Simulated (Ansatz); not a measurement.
# TiSi2 (Fddd) in Ansatz: a series of runs

One crystal, TiSi2, is run at these levels: PBE+U; tasks: band structure.

Program: Ansatz 0.2.0. These are calculated values, not measurements. Logs are shortened: lines on timing, memory, paths and dates and some standing lists are left out, and cuts for length are marked.

## 1. The structure

It takes space group Fddd (No. 70, orthorhombic). The conventional cell has a = 4.779 Å, b = 8.235 Å, c = 8.526 Å, α = 90.00°, β = 90.00°, γ = 90.00°. Ti (site symmetry 222) has 10 Si at 2.55 to 2.78 Å as nearest neighbours. Si (site symmetry 2) is surrounded by 5 Si at 2.52 to 2.79 Å and 5 Ti at 2.55 to 2.78 Å.

The cell is a database's computed one.

## 2. Band structure, PBE+U

input.yaml reads:

```yaml
crystal:
  lattice:
    - [0.0, 4.1175163063, 4.2628978354]
    - [2.3895119538, 0.0, 4.2628978354]
    - [2.3895119538, 4.1175163063, 0.0]
  atoms:
    - { symbol: Ti, position: [0.75, 0.75, 0.75] }
    - { symbol: Ti, position: [0.5, 0.5, 0.5] }
    - { symbol: Si, position: [0.41256561, 0.08743439, 0.41256561] }
    - { symbol: Si, position: [0.08743439, 0.41256561, 0.08743439] }
    - { symbol: Si, position: [0.16256561, 0.83743439, 0.16256561] }
    - { symbol: Si, position: [0.83743439, 0.16256561, 0.83743439] }
hamiltonian:
  xc: pbe
  pseudopotentials: { kind: paw }
  hubbard: { sites: [{ species: Ti, l: d, u_eff: 4.0 }] }
kpoints:
  mp_grid: { grid: [7, 7, 7] }
  band_path:
    path:
      - [[0.0, 0.0, 0.0], [0.5, 0.0, 0.5], [1.0, 0.5, 0.5], [0.5, 0.5, 0.0], [0.0, 0.0, 0.0], [0.0, 0.4127457158, 0.4127457158], [0.5, 0.2443551471, 0.7443551471], [0.5, 0.0, 0.5]]
      - [[1.0, 0.5, 0.5], [1.0, 0.5872542842, 0.5872542842]]
      - [[0.0, 0.4127457158, 0.4127457158], [0.5, 0.7556448529, 0.2556448529], [0.5, 0.5, 0.0]]
      - [[0.5, 0.5, 0.5], [0.0, 0.0, 0.0]]
    npoints: 14
scf:
  occupations: { method: fermi_dirac, width: 0.05 }
  n_extra_bands: 15
output:
  forces: true
  stress: true
  eigenvalues: true
  fatbands: true
```

Potentials or basis: Ansatz PAW.

Run with:

```console
ansatz run input.yaml --threads 2 --pin off --max-ram 5632MiB --backend cpu --events-out ev --progress --plain --runs-dir out
```

What it wrote:

```text
Warning: RAYON_NUM_THREADS=2 ignored (pool sized by the plan → 2); use --threads N
Ti: projections on atomic orbitals take those of the free atom [Ne] 3s2 3p6 3d2 4s2, of charge +0.00 (hamiltonian.pseudopotentials.projection_atoms); the dataset's partial waves leave at most 4.1e-7 of an orbital's norm unspanned inside its sphere
Si: projections on atomic orbitals take those of the free atom [Ne] 3s2 3p2, of charge +0.00 (hamiltonian.pseudopotentials.projection_atoms); the dataset's partial waves leave at most 6.1e-8 of an orbital's norm unspanned inside its sphere
scf.n_extra_bands = 15 over 20 filled bands (N_el = 40.0): the run solves 35 bands
Engine: ansatz 0.2.0, aarch64-unknown-linux-gnu
Pseudopotentials: kind: paw
Pseudopotential: Ti, paw, valence charge 12, recommended cutoff 420 eV (normal), Ti.paw.azcp
Pseudopotential: Si, paw, valence charge 4, recommended cutoff 420 eV (normal), Si.paw.azcp
Functional definition: PBE
  parameter kappa = 0.804
  parameter beta = 0.06672455060314922
  exchange = pbe_x(kappa = kappa, mu = beta*pi^2/3)
  correlation = pbe_c(beta = beta)
Crystal: 6 atoms, lattice volume = 83.884 Å³
Basis set: ecut = 420 eV, 1617 PW (Γ), exchange–correlation on 80×72×64 points (8 copies of the dense FFT grid, shifted against one another)
Bands: 35, of which v1, the nominal top of the filled ones, is band 20 counted from 1 (19 counted from 0)
Symmetry: 8 space group operations
Space group: Fddd (ITA 70), of the structure as read, at distance tolerance 4.4e-5 Å
k-points: 64 of 343
Non-local potential: Ti, projectors of the file, l = 0: 3, l = 1: 2, l = 2: 3, l = 3: 1
Non-local potential: Si, projectors of the file, l = 0: 2, l = 1: 2, l = 2: 2
PAW form: soft (Blöchl's): semilocal exchange-correlation on the pseudo side does not see the compensation charge
PAW one-centre angular grid: Ti, 590 points (default); XC on 64 Gauss nodes
PAW one-centre angular grid: Si, 110 points (default); XC on 64 Gauss nodes
Initial density: superposition of atomic densities (chi_scale 0.1, normalization cell, long waves of neutral atoms under a Hubbard term (reshape's long-wave potential 0.00 eV rms, cloud 2.71 Å wide))
Initial wavefunctions: pseudopotential atomic-orbital guess
Functional: x = pbe(κ = 0.804, μ = 0.2195149727645171), c = pbe(β = 0.06672455060314922)
SCF iter   1: F=—  HF=-7537.343883 eV  |F-HF|=—  |Δ(HF+E_count)|=         —  Δρ=4.56e-2  dr2=1.69e0  ethr=3.10e-3  ⟨swp⟩=5.0  Hψ=9952  notcnv=0  defer=46
preconditioner: auto → Kerker (q_TF=auto, 2.412 Å⁻¹)  [metal: Δε(μ)=0.011 eV  Ē_g=8.603 eV  σ=0.050 eV  W_gap=0.06  n_scr=16 (ndim 8)  ℏωp=19.9 eV  f_vac=0.000  D(μ)=2.38/eV (n_scr^D=16)]
SCF iter   2: F=—  HF=-7537.292382 eV  |F-HF|=—  |Δ(HF+E_count)|=   5.15e-2  Δρ=2.36e-2  dr2=6.65e-1  ethr=3.10e-3  ⟨swp⟩=2.9  Hψ=4507  notcnv=0  defer=398
SCF iter   3: F=—  HF=-7537.348856 eV  |F-HF|=—  |Δ(HF+E_count)|=   5.65e-2  Δρ=1.26e-2  dr2=1.86e-1  ethr=1.66e-3  ⟨swp⟩=2.1  Hψ=2429  notcnv=0  defer=398
SCF iter   4: F=—  HF=-7537.315739 eV  |F-HF|=—  |Δ(HF+E_count)|=   3.31e-2  Δρ=2.24e-3  dr2=3.34e-3  ethr=4.64e-4  ⟨swp⟩=2.0  Hψ=3166  notcnv=0  defer=398
SCF iter   5: F=—  HF=-7537.317946 eV  |F-HF|=—  |Δ(HF+E_count)|=   2.21e-3  Δρ=1.23e-3  dr2=1.59e-3  ethr=8.36e-6  ⟨swp⟩=2.7  Hψ=3217  notcnv=0  defer=397
SCF iter   6: F=—  HF=-7537.317935 eV  |F-HF|=—  |Δ(HF+E_count)|=   1.05e-5  Δρ=3.91e-4  dr2=1.16e-4  ethr=3.98e-6  ⟨swp⟩=2.7  Hψ=2963  notcnv=0  defer=397
SCF iter   7: F=—  HF=-7537.317997 eV  |F-HF|=—  |Δ(HF+E_count)|=   6.20e-5  Δρ=9.16e-5  dr2=6.38e-6  ethr=2.90e-7  ⟨swp⟩=2.7  Hψ=2956  notcnv=0  defer=397
SCF iter   8: F=—  HF=-7537.318003 eV  |F-HF|=—  |Δ(HF+E_count)|=   5.64e-6  Δρ=2.44e-5  dr2=2.41e-7  ethr=1.60e-8  ⟨swp⟩=1.8  Hψ=2330  notcnv=0  defer=397
SCF iter   9: F=-7537.318003 eV  HF=-7537.318003 eV  |F-HF|=9.30e-9  |Δ(HF+E_count)|=   6.33e-7  Δρ=4.94e-6  dr2=8.88e-9  ethr=2.50e-10  ⟨swp⟩=9.3  Hψ=10109  notcnv=0
SCF 1 converged in 9 iterations: F = -7537.318003 eV  dr2 = 8.88e-9
NSCF: frozen V_eff on 158 k-points
SCF converged after 9 iterations
Free energy (F): -7537.318003 eV
Harris-Foulkes:  -7537.318003 eV  (|F-HF|=9.30e-9)
Internal energy: -7537.297948 eV  (E = F + TS)
E sigma→0 (E₀):  -7537.307976 eV
Entropy (-TS):   -0.020056 eV (-3.343 meV/atom)
Fermi energy:    12.933584 eV
--- Per-component energies (eV) ---
  E_band       = -218.807395
  E_kinetic    = 718.817446
  E_local      = -2011.902965  (includes V_loc(G=0)·N_el)
  E_nonlocal   = 115.696941
  E_hartree    = 873.082864
  E_xc         = -424.078259
  E_vxc        = -442.232551  (∫ρ·V_xc dr)
  E_hubbard    = 8.460045  (on-site DFT+U / exact-exchange correction)
  E_vhub       = 4.527501  (the Hubbard potential's part of the band-sum identity)
  E_paw        = -4144.862433  (= ΣΔE_a)
  E_vpaw       = -349.877589  (= ΣTr[D̂ρ^β])
  E_aug_tail   = 0.000243  (compensation charges beyond the density's cutoff)
  E_ewald      = -2672.511829
  E_smearing   = -0.020056  (= −TS)
  E_closure    = -0.000000  (closes the sum)
  Σ components = -7537.318003   (vs F -7537.318003, Δ=0.00e0)
--- Forces (eV/Å), atoms counted from 1 ---
  atom   1  Ti    -0.00000000     0.00000000    -0.00000000
  atom   2  Ti     0.00000000    -0.00000000     0.00000000
  atom   3  Si     0.00000000    -0.09570184    -0.00000000
  atom   4  Si     0.00000000     0.09570184     0.00000000
  atom   5  Si     0.00000000    -0.09570184    -0.00000000
  atom   6  Si     0.00000000     0.09570184     0.00000000
  max |Σ_I F_I| component: 1.39e-17 eV/Å
--- Stress (GPa, compression-positive) ---
        5.901564      -0.000000      -0.000000
       -0.000000       5.018215       0.000000
       -0.000000       0.000000       5.189375
  P = ⅓ Tr σ = 5.3697 GPa (53.697 kbar)
--- Band table (eV; the first three rows and the last of 64) ---
  k-point 0: bands = ["-44.2085", "-44.1807", "-20.6035", "-20.5300", "-20.4947", "-20.4516", "-20.4369", "-20.4079", "0.1166", "6.2398", "7.0405", "7.3890", "7.8439", "9.0346", "9.0506", "10.2109", "10.6221", "10.6533", "10.9525", "11.2958", "12.0170", "15.2191", "16.0060", "16.0250", "16.1741", "16.2547", "16.3354", "16.4898", "16.5780", "16.9928", "17.1128", "17.2599", "17.4286", "19.6083", "19.6186"]
  k-point 1: bands = ["-44.2074", "-44.1817", "-20.6016", "-20.5341", "-20.4939", "-20.4512", "-20.4372", "-20.4092", "0.3316", "5.9037", "6.2314", "7.3161", "8.1599", "8.9039", "9.4393", "10.0051", "10.6143", "10.7285", "11.4432", "11.7048", "11.9936", "14.9820", "15.7848", "15.9155", "15.9256", "16.1448", "16.2552", "16.5570", "16.8085", "17.2597", "17.5724", "17.7535", "17.9854", "19.7360", "20.1684"]
  k-point 2: bands = ["-44.2045", "-44.1842", "-20.5975", "-20.5419", "-20.4958", "-20.4487", "-20.4371", "-20.4121", "0.9513", "4.8822", "5.4437", "7.1361", "7.8829", "8.6181", "9.6893", "10.2439", "11.0774", "11.5956", "11.7469", "12.0889", "12.7758", "14.3870", "15.4140", "15.4844", "15.6088", "15.7198", "16.4603", "16.9322", "17.1207", "17.5798", "18.4073", "18.8795", "19.3103", "19.7879", "20.1163"]
  k-point 63: bands = ["-44.1949", "-44.1935", "-20.5661", "-20.5645", "-20.4743", "-20.4720", "-20.4317", "-20.4270", "2.1979", "2.2302", "6.2183", "7.2370", "8.2250", "9.5314", "9.7979", "10.2719", "11.0903", "11.2751", "11.8150", "11.8683", "13.8760", "13.9553", "14.8451", "15.4846", "15.8580", "15.9551", "16.3363", "16.5095", "16.9394", "17.2510", "17.5530", "17.5967", "18.9615", "19.5106", "20.3697"]
Occupation matrices written to <dir>
```

occupation_matrices:

```text
# The occupation matrices of the corrected shells as a run of Ansatz 0.0.0 ended. An entry of
# hamiltonian.hubbard.sites starts from them by `starting_ns: <path of this file>`, where that key's refused
# combinations let it.
# Free energy -7537.318003 eV.
# projection_atom_Ti: [Ne] 3s2 3p6 3d2 4s2
[... 28 lines left out ...]
  site1_d:
    matrix:
      - [0.27357031741624677, 1.214306433183765e-17, 7.48099499014998e-18, -0.014482466768525422, 7.806255641895632e-18]
      - [1.214306433183765e-17, 0.39162728701584915, 1.3010426069826053e-18, 3.491130995403324e-17, 1.0625181290357943e-17]
      - [7.589415207398531e-18, 8.673617379884035e-19, 0.31995071242587775, 7.15573433840433e-18, 3.664603343001005e-17]
      - [-0.014482466768525422, 3.474867962816042e-17, 7.15573433840433e-18, 0.25400537620221975, 1.734723475976807e-18]
      - [7.806255641895632e-18, 1.0570971181733668e-17, 3.642919299551295e-17, 2.168404344971009e-18, 0.3099243176599351]
```

It took 16 s on 2 threads of Arm Neoverse V2, shared host; peak memory 0.66 GiB.

Results:

| Item | Value |
| --- | --- |
| Free energy | -7537.3180 eV |
| Pressure | 5.4 GPa |
| Largest force | 0.096 eV/Å |
| Band gap on the k mesh | none (metal or under the smearing width) |

Forces in eV/Å, atoms in the order of the input:
```
Ti   0.000  0.000  0.000
Ti   0.000  0.000  0.000
Si   0.000 -0.096  0.000
Si   0.000  0.096  0.000
Si   0.000 -0.096  0.000
Si   0.000  0.096  0.000
```

Levels at the corners of the path, in eV from the Fermi level:
| point | band 17 | band 18 | band 19 | band 20 | band 21 | band 22 | band 23 | band 24 |
| --- | --- | --- | --- | --- | --- | --- | --- | --- |
| Γ | -2.31 | -2.28 | -1.98 | -1.64 | -0.92 | 2.29 | 3.07 | 3.09 |
| Y | -2.46 | -2.46 | -0.86 | -0.86 | 1.37 | 1.37 | 3.25 | 3.25 |
| T | -1.07 | -1.07 | -0.68 | -0.68 | 0.88 | 0.88 | 2.23 | 2.23 |
| Z | -1.82 | -1.82 | -1.08 | -1.08 | 0.79 | 0.79 | 3.16 | 3.16 |
| Γ | -2.31 | -2.28 | -1.98 | -1.64 | -0.92 | 2.29 | 3.07 | 3.09 |
| X | -1.43 | -0.61 | 0.07 | 0.26 | 0.72 | 1.06 | 1.68 | 2.49 |
| A1 | -1.75 | -1.75 | -1.36 | -1.36 | 1.31 | 1.31 | 2.10 | 2.10 |
| Y | -2.46 | -2.46 | -0.86 | -0.86 | 1.37 | 1.37 | 3.25 | 3.25 |
| T | -1.07 | -1.07 | -0.68 | -0.68 | 0.88 | 0.88 | 2.23 | 2.23 |
| X1 | -1.43 | -0.61 | 0.07 | 0.26 | 0.72 | 1.06 | 1.68 | 2.49 |
| X | -1.43 | -0.61 | 0.07 | 0.26 | 0.72 | 1.06 | 1.68 | 2.49 |
| A | -1.75 | -1.75 | -1.36 | -1.36 | 1.31 | 1.31 | 2.10 | 2.10 |
| Z | -1.82 | -1.82 | -1.08 | -1.08 | 0.79 | 0.79 | 3.16 | 3.16 |
| L | -1.93 | -0.95 | -0.03 | 0.24 | 0.92 | 1.37 | 1.58 | 2.08 |
| Γ | -2.31 | -2.28 | -1.98 | -1.64 | -0.92 | 2.29 | 3.07 | 3.09 |

Eigenvalues of the final occupation matrices:
```tsv
site	spin	trace	eigenvalues
site 1	1	1.55	0.25 0.28 0.31 0.32 0.39
site 2	1	1.55	0.25 0.28 0.31 0.32 0.39
```

Caveat: U without spin polarisation on a metal has little footing; the U is typed as a test and isn't derived for this compound.

## 3. Band structure, PBE+U

input.yaml: that of step 2 with these lines changed.

```diff
@@ -15,3 +15,3 @@
   pseudopotentials: { kind: paw }
-  hubbard: { sites: [{ species: Ti, l: d, u_eff: 4.0 }] }
+  hubbard: { sites: [{ species: Ti, l: d, u_eff: 5.0 }] }
 kpoints:
@@ -32,2 +32,2 @@
   eigenvalues: true
-  fatbands: true
+  fatbands: false
```

Potentials or basis: Ansatz PAW.

Run with:

```console
ansatz run input.yaml --threads 2 --pin off --max-ram 5632MiB --backend cpu --events-out ev --progress --plain --runs-dir out
```

It took 13 s on 2 threads of Arm Neoverse V2, shared host; peak memory 0.66 GiB.

Results (log left out):

```
Free energy            : -7535.2160 eV
Pressure               : 6.4 GPa
Largest force          : 0.121 eV/Å
Band gap on the k mesh : none (metal or under the smearing width)
```

Forces on the atoms (eV/Å):
```
Ti   0.000  0.000  0.000
Ti   0.000  0.000  0.000
Si   0.000 -0.121  0.000
Si   0.000  0.121  0.000
Si   0.000 -0.121  0.000
Si   0.000  0.121  0.000
```

Stress tensor (GPa, compression positive):
```
7.00 0.00 0.00
0.00 6.67 0.00
0.00 0.00 5.54
```

Levels at the corners of the path, in eV from the Fermi level:
| point | band 16 | band 17 | band 18 | band 19 | band 20 | band 21 | band 22 | band 23 | band 24 | band 25 |
| --- | --- | --- | --- | --- | --- | --- | --- | --- | --- | --- |
| Γ | -2.79 | -2.35 | -2.30 | -2.04 | -1.76 | -0.90 | 2.38 | 2.94 | 3.02 | 3.23 |
| Y | -2.66 | -2.51 | -2.51 | -0.86 | -0.86 | 1.40 | 1.40 | 3.22 | 3.22 | 3.23 |
| T | -1.55 | -1.05 | -1.05 | -0.71 | -0.71 | 0.93 | 0.93 | 2.24 | 2.24 | 3.14 |
| Z | -3.00 | -1.91 | -1.91 | -1.15 | -1.15 | 0.82 | 0.82 | 3.13 | 3.13 | 3.14 |
| Γ | -2.79 | -2.35 | -2.30 | -2.04 | -1.76 | -0.90 | 2.38 | 2.94 | 3.02 | 3.23 |
| X | -2.34 | -1.47 | -0.75 | 0.06 | 0.32 | 0.73 | 1.14 | 1.65 | 2.52 | 3.09 |
| A1 | -2.57 | -1.77 | -1.77 | -1.34 | -1.34 | 1.24 | 1.24 | 2.11 | 2.11 | 2.62 |
| Y | -2.66 | -2.51 | -2.51 | -0.86 | -0.86 | 1.40 | 1.40 | 3.22 | 3.22 | 3.23 |
| T | -1.55 | -1.05 | -1.05 | -0.71 | -0.71 | 0.93 | 0.93 | 2.24 | 2.24 | 3.14 |
| X1 | -2.34 | -1.47 | -0.75 | 0.06 | 0.32 | 0.73 | 1.14 | 1.65 | 2.52 | 3.09 |
| X | -2.34 | -1.47 | -0.75 | 0.06 | 0.32 | 0.73 | 1.14 | 1.65 | 2.52 | 3.09 |
| A | -2.57 | -1.77 | -1.77 | -1.34 | -1.34 | 1.24 | 1.24 | 2.11 | 2.11 | 2.62 |
| Z | -3.00 | -1.91 | -1.91 | -1.15 | -1.15 | 0.82 | 0.82 | 3.13 | 3.13 | 3.14 |
| L | -2.71 | -1.92 | -0.91 | -0.10 | 0.30 | 0.90 | 1.36 | 1.56 | 1.98 | 2.51 |
| Γ | -2.79 | -2.35 | -2.30 | -2.04 | -1.76 | -0.90 | 2.38 | 2.94 | 3.02 | 3.23 |

Eigenvalues of the final occupation matrices:
```tsv
site	spin	trace	eigenvalues
site 1	1	1.53	0.23 0.26 0.31 0.31 0.41
site 2	1	1.53	0.23 0.26 0.31 0.31 0.41
```

Caveat: U without spin polarisation on a metal has little footing; the U is typed as a test and isn't derived for this compound.

## 4. Band structure, PBE+U

input.yaml: that of step 3 with these lines changed.

```diff
@@ -15,3 +15,3 @@
   pseudopotentials: { kind: paw }
-  hubbard: { sites: [{ species: Ti, l: d, u_eff: 5.0 }] }
+  hubbard: { sites: [{ species: Ti, l: d, u_eff: 6.0 }] }
 kpoints:
```

Run with:

```console
ansatz run input.yaml --threads 2 --pin off --max-ram 5632MiB --backend cpu --events-out ev --progress --plain --runs-dir out
```

Wall time 14 s (2 threads of Arm Neoverse V2, shared host); peak memory 0.66 GiB.

The run converged. Its results:

* Free energy: -7533.1484 eV
* Pressure: 7.6 GPa
* Largest force: 0.153 eV/Å
* Band gap on the k mesh: none (metal or under the smearing width)

Forces in eV/Å, atoms in the order of the input:
```
Ti   0.000  0.000  0.000
Ti   0.000  0.000  0.000
Si   0.000 -0.153  0.000
Si   0.000  0.153  0.000
Si   0.000 -0.153  0.000
Si   0.000  0.153  0.000
```

Stress tensor (GPa, compression positive):
```
8.07 0.00 0.00
0.00 8.84 0.00
0.00 0.00 6.01
```

Levels at the corners of the path, in eV from the Fermi level:
| point | band 16 | band 17 | band 18 | band 19 | band 20 | band 21 | band 22 | band 23 | band 24 | band 25 |
| --- | --- | --- | --- | --- | --- | --- | --- | --- | --- | --- |
| Γ | -2.89 | -2.43 | -2.29 | -2.11 | -1.93 | -0.87 | 2.49 | 2.73 | 2.92 | 2.98 |
| Y | -2.74 | -2.61 | -2.61 | -0.89 | -0.89 | 1.41 | 1.41 | 3.10 | 3.10 | 3.19 |
| T | -1.75 | -1.04 | -1.04 | -0.76 | -0.76 | 1.00 | 1.00 | 2.26 | 2.26 | 3.20 |
| Z | -3.02 | -2.06 | -2.06 | -1.27 | -1.27 | 0.85 | 0.85 | 3.05 | 3.05 | 3.08 |
| Γ | -2.89 | -2.43 | -2.29 | -2.11 | -1.93 | -0.87 | 2.49 | 2.73 | 2.92 | 2.98 |
| X | -2.45 | -1.54 | -0.99 | 0.01 | 0.38 | 0.75 | 1.26 | 1.63 | 2.58 | 3.07 |
| A1 | -2.68 | -1.80 | -1.80 | -1.33 | -1.33 | 1.13 | 1.13 | 2.11 | 2.11 | 2.53 |
| Y | -2.74 | -2.61 | -2.61 | -0.89 | -0.89 | 1.41 | 1.41 | 3.10 | 3.10 | 3.19 |
| T | -1.75 | -1.04 | -1.04 | -0.76 | -0.76 | 1.00 | 1.00 | 2.26 | 2.26 | 3.20 |
| X1 | -2.45 | -1.54 | -0.99 | 0.01 | 0.38 | 0.75 | 1.26 | 1.63 | 2.58 | 3.07 |
| X | -2.45 | -1.54 | -0.99 | 0.01 | 0.38 | 0.75 | 1.26 | 1.63 | 2.58 | 3.07 |
| A | -2.68 | -1.80 | -1.80 | -1.33 | -1.33 | 1.13 | 1.13 | 2.11 | 2.11 | 2.53 |
| Z | -3.02 | -2.06 | -2.06 | -1.27 | -1.27 | 0.85 | 0.85 | 3.05 | 3.05 | 3.08 |
| L | -2.77 | -1.93 | -0.88 | -0.23 | 0.40 | 0.88 | 1.36 | 1.54 | 1.84 | 2.45 |
| Γ | -2.89 | -2.43 | -2.29 | -2.11 | -1.93 | -0.87 | 2.49 | 2.73 | 2.92 | 2.98 |

Eigenvalues of the final occupation matrices:
```tsv
site	spin	trace	eigenvalues
site 1	1	1.52	0.21 0.24 0.30 0.31 0.45
site 2	1	1.52	0.21 0.24 0.30 0.31 0.45
```

Caveat: U without spin polarisation on a metal has little footing; the U is typed as a test and isn't derived for this compound.

(Part 1 of 2 ends here.)
